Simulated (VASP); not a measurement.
Write the native input for VASP 6.6.1 that does the following.

```
Task                   : relaxation of shape and atoms at fixed volume
Functional             : PBE
Potentials or basis    : VASP PAW PBE potentials, release 64 (Mo, Se)
Cutoff                 : 300 eV
k mesh                 : 5 × 5 × 1
Occupations            : gaussian, width 0.03 eV
Spin                   : no spin polarisation
Further INCAR settings : ALGO = Normal; EDIFF = 1e-07; IBRION = 2; EDIFFG = -0.01; NSW = 40; ISIF = 4
```

The structure of MoSe2 lies in POSCAR:

```
MoSe2                                   
1.0
    3.2716189589      0.0000000000      0.0000000000
   -1.6358094795      2.8333051300     -0.0000000000
   -0.0000000000     -0.0000000000     14.5153964059
  Mo              Se            
     2     4
Direct
     0.3333333332999970    0.6666666667000030    0.2500000000000000
     0.6666666667000030    0.3333333332999970    0.7500000000000000
     0.3333333332999970    0.6666666667000030    0.6365775026932494
     0.6666666667000030    0.3333333332999970    0.1365775026932494
     0.3333333332999970    0.6666666667000030    0.8634224973067506
     0.6666666667000030    0.3333333332999970    0.3634224973067507
```

The cell isn't the ideal one: a relaxed cell with its volume scaled by 0.96.

The input as run:

INCAR

```
  PREC = Accurate
  ENCUT = 300
  EDIFF = 1E-7
  ISMEAR = 0
  SIGMA = 0.03
  LREAL = F
  LASPH = T
  NELM = 80
  ALGO = Normal
  ISIF = 4
  LWAVE = F
  LCHARG = F
  GGA = PE
  IBRION = 2
  NSW = 40
  EDIFFG = -0.01
  KPAR = 2
```

KPOINTS

```
regular mesh
0
Gamma
  5 5 1
```

Potentials or basis: VASP PAW PBE potentials, release 64 (Mo, Se).

Run with:

```bash
$ cat potpaw_PBE.64/Mo/POTCAR potpaw_PBE.64/Se/POTCAR > POTCAR
$ mpirun -np 2 vasp_std > vasp.out
```

Results of the run:

```
Energy gained by relaxing : 13.0 meV/atom
Ionic steps               : 8
Pressure after relaxing   : 0.3 GPa
Band gap on the k mesh    : 1.27 eV, indirect (least direct gap 1.85 eV)
```

Caveat: the k mesh is coarse (spacing up to 0.44 Å⁻¹), so the values aren't converged; an odd mesh through Γ misses points on the zone boundary, where band edges often lie; this functional lacks dispersion, which binds the layers, so the pressure and a relaxed spacing across them are unreliable.

Wall time 53 s on 2 MPI ranks on Intel(R) Xeon(R) Platinum 8488C (Sapphire Rapids), with other jobs on the host, peak memory 0.15 GiB a rank.
